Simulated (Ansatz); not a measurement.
# Calculated with Ansatz: TiPbO$_{3}$, relaxation

input.yaml:

```yaml
crystal:
  lattice:
    - [3.93947392, 0.0, 0.0]
    - [0.0, 7.87894783, 0.0]
    - [0.0, 0.0, 3.93947392]
  atoms:
    - { symbol: Pb, position: [0.0, 0.0, 0.0] }
    - { symbol: Pb, position: [0.0, 0.5, 0.0] }
    - { symbol: Ti, position: [0.5, 0.25, 0.5] }
    - { symbol: Ti, position: [0.5, 0.75, 0.5] }
    - { symbol: O, position: [0.5, 0.25, 0.0] }
    - { symbol: O, position: [0.5, 0.75, 0.0] }
    - { symbol: O, position: [0.5, 0.0, 0.5] }
    - { symbol: O, position: [0.5, 0.5, 0.5] }
    - { symbol: O, position: [0.0, 0.25, 0.5] }
    - { symbol: O, position: [0.0, 0.75, 0.5] }
kpoints:
  mp_grid: { grid: [6, 3, 6], shift: [0, 0, 0] }
magnetization:
  spin_polarized: true
scf:
  occupations: { method: gaussian, width: 0.019 }
  lower_state_search: "off"
hamiltonian:
  pseudopotentials: { kind: paw }
  xc: r2scan
  hubbard:
    projectors: all-electron-ortho-atomic
    sites: [{ species: Ti, l: d, u: 4.89, j: 0.96 }]
basis:
  ecutwfc: 500
  fft_grid_basis: typed
relax:
  max_steps: 80
  cell: { p_target: 20.0 }
output:
  forces: true
  stress: true
  eigenvalues: true
  bader: true
  populations: true
  elf: true
  write_potential: true
  volumetric_format: npy
  dos:
    e_range: [-12, 8]
    de: 0.05
    projected: { site_lists: { O: [O], Pb: [Pb], Ti: [Ti] } }
checkpoint:
  read: saved_state
```

Run with:

```bash
ansatz run input.yaml --threads 2 --pin off --max-ram 4096MiB --backend cpu --events-out ev --progress --plain --runs-dir out
```

Origin of the cell: a database entry, scaled a little.

The saved state is a converged single point of the same cell.

Steps («new basis» is an SCF on plane waves selected anew at the same cell):

```
step  ΔH (meV/atom)  max force component (eV/Å)  P (GPa)  volume (Å³)  SCF iterations   step was
   1            0.0                       0.000     0.82       122.28               6   accepted
   2          -57.4                       0.000    26.72       109.98               9   accepted
   3          -62.5                       0.000    19.18       112.92               7   accepted
   4          -62.6                       0.000    19.97       112.59               6   accepted
   5          -62.1                       0.000    20.01       112.59               7  new basis
```

The starting structure.

Space group Pm-3m (No. 221); the run's cell has a = 3.939 Å, b = 7.879 Å, c = 3.939 Å, α = 90.00°, β = 90.00°, γ = 90.00°. Shortest distances: O–Ti 1.97 Å, O–Pb 2.79 Å, O–O 2.79 Å, Pb–Ti 3.41 Å.

The relaxed structure.

Space group Pm-3m (No. 221); the run's cell has a = 3.833 Å, b = 7.665 Å, c = 3.833 Å, α = 90.00°, β = 90.00°, γ = 90.00°. Shortest distances: O–Ti 1.92 Å, O–Pb 2.71 Å, O–O 2.71 Å, Pb–Ti 3.32 Å.

```xyz
10
Lattice="3.8326 0.0000 0.0000 0.0000 7.6652 0.0000 0.0000 0.0000 3.8326" Properties=species:S:1:pos:R:3 pbc="T T T"
Pb    0.0000    0.0000    0.0000
Pb    0.0000    3.8326    0.0000
Ti    1.9163    1.9163    1.9163
Ti    1.9163    5.7489    1.9163
O     1.9163    1.9163    0.0000
O     1.9163    5.7489    0.0000
O     1.9163    0.0000    1.9163
O     1.9163    3.8326    1.9163
O     0.0000    1.9163    1.9163
O     0.0000    5.7489    1.9163
```

| Item | Value |
| --- | --- |
| Enthalpy lowered by | 62.1 meV/atom |
| Volume change | -7.92 % |
| Final pressure | 20.01 GPa |
| Relaxation steps listed | 5 |

Caveats: no spin-orbit coupling, though heavy elements are present; spin is on but no moment was typed; the relaxation held the start's symmetry, so the end may be a saddle point.

Time: 77 s of wall time on 2 CPU thread(s) of a shared host, from a saved density.
